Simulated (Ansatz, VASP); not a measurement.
# One calculation of Sn3Se, two programs

Contents of INCAR:

```
PREC = Accurate
ENCUT = 520
EDIFF = 1E-6
ISMEAR = 0
SIGMA = 0.1
LREAL = F
LASPH = T
NELM = 100
ALGO = Fast
ISIF = 2
LWAVE = F
LCHARG = T
GGA = PS
LELF = T
LVHAR = T
NBANDS = 32
```

KPOINTS

```
regular mesh
0
Gamma
  10 10 10
```

Contents of POSCAR:

```
Sn3Se
1.0
    4.9468230104      0.0000000000      0.0000000000
    0.0000000000      4.9468230104      0.0000000000
    0.0000000000      0.0000000000      4.9468230104
Sn Se
3 1
Direct
    0.0000000000      0.5000000000      0.5000000000
    0.5000000000      0.0000000000      0.5000000000
    0.5000000000      0.5000000000      0.0000000000
    0.0000000000      0.0000000000      0.0000000000
```

Input for Ansatz:

```yaml
crystal:
  lattice:
    - [4.9468230104, 0.0, 0.0]
    - [0.0, 4.9468230104, 0.0]
    - [0.0, 0.0, 4.9468230104]
  atoms:
    - { symbol: Sn, position: [0.0, 0.5, 0.5] }
    - { symbol: Sn, position: [0.5, 0.0, 0.5] }
    - { symbol: Sn, position: [0.5, 0.5, 0.0] }
    - { symbol: Se, position: [0.0, 0.0, 0.0] }
basis:
  ecutwfc: 420
kpoints:
  mp_grid: { grid: [10, 10, 10] }
hamiltonian:
  xc: pbesol
scf:
  occupations: { method: gaussian, width: 0.1 }
output:
  forces: true
  stress: true
  eigenvalues: true
```

Alike in both runs: task single point; functional PBEsol; k mesh 10 × 10 × 10; occupations gaussian, width 0.1 eV; no spin polarisation.

|  | VASP | Ansatz |
| --- | --- | --- |
| version | VASP 6.6.1 | Ansatz 0.2.0 |
| potentials or method | VASP PAW PBE potentials, release 64 (Sn_d, Se) | scalar-relativistic, plane waves, PAW |
| plane-wave cutoff (eV) | 520 | 420 |
| valence electrons in the cell | 48 | 58 |

```tsv
	VASP	Ansatz	Ansatz less VASP
gap on the k mesh at the Fermi level (eV)	none	none	-
pressure (GPa)	-6.8	-6.7	+0.04
```

A gap of «none» marks a metal or a gap that the smearing closes. The functional is the same, so the differences come from potentials, cutoffs and numerics. The two sets of potentials don't hold the same shells in valence.

Caveats: the PAW data sets were made with another functional, which shifts forces and pressure a little (VASP).
